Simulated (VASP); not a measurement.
Write the native input for VASP 6.6.1 that does the following.

| Property | Result |
| --- | --- |
| Task | relaxation of cell and atoms |
| Functional | r2SCAN |
| Dispersion | D4 |
| Potentials or basis | VASP PAW PBE potentials, release 64 (Pt, Se) |
| Cutoff | 600 eV |
| k mesh | 8 × 8 × 5 |
| Occupations | gaussian, width 0.05 eV |
| Spin | no spin polarisation |
| Further INCAR settings | ALGO = Normal; EDIFF = 1e-06; IBRION = 2; EDIFFG = -0.01; NSW = 60; ISIF = 3 |

The structure of PtSe2 (Sudovikovite) lies in POSCAR:

```
PtSe2
1.0
    3.7240000000      0.0000000000      0.0000000000
   -1.8620000000      3.2250786037      0.0000000000
    0.0000000000      0.0000000000      5.0620000000
Pt Se
1 2
Direct
    0.0000000000      0.0000000000      0.0000000000
    0.6666666667      0.3333333333      0.7500000000
    0.3333333333      0.6666666667      0.2500000000
```

These files were run (other wordings do the same):

INCAR

```
SYSTEM = PtSe2
PREC = Accurate ; ENCUT = 600
EDIFF = 1E-6 ; ISMEAR = 0
SIGMA = 0.05 ; LREAL = .FALSE.
LASPH = .TRUE. ; NELM = 60
ALGO = Normal ; ISIF = 3
LWAVE = .FALSE. ; LCHARG = .FALSE.
METAGGA = R2SCAN ; LMIXTAU = .TRUE.
IVDW = 13 ; VDW_S6 = 1.0
VDW_S8 = 0.6018749 ; VDW_A1 = 0.51559235
VDW_A2 = 5.77342911 ; IBRION = 2
NSW = 60 ; EDIFFG = -0.01
```

KPOINTS

```
Automatic mesh
0
G
  8 8 5
  0 0 0
```

Potentials or basis: VASP PAW PBE potentials, release 64 (Pt, Se).

Run with:

```console
$ cat potpaw_PBE.64/Pt/POTCAR potpaw_PBE.64/Se/POTCAR > POTCAR
$ mpirun -np 1 vasp_std > vasp.out
```

Results of the run:

- Relaxed volume: 21.40 Å³/atom
- Relaxed cell: a = 3.729 Å, b = 3.729 Å, c = 5.329 Å, α = 90.00°, β = 90.00°, γ = 120.00°
- Space group after relaxing (to 0.05 Å): P-3m1 (No. 164)
- Energy gained by relaxing: 8.8 meV/atom
- Ionic steps: 11
- Pressure after relaxing: 0.0 GPa
- Largest force after relaxing: 0.005 eV/Å
- Band gap on the k mesh: 0.13 eV, indirect (least direct gap 0.78 eV)
- Dispersion energy per atom: -0.166 eV

Caveat: the PAW data sets were made with another functional, which shifts forces and pressure a little; spin-orbit coupling is left out, which moves the levels of the heavy elements; an odd mesh through Γ misses points on the zone boundary, where band edges often lie.

Run time: 14 min on 1 thread of Intel(R) Xeon(R) Platinum 8488C (Sapphire Rapids), on a shared host, peak memory 0.25 GiB.
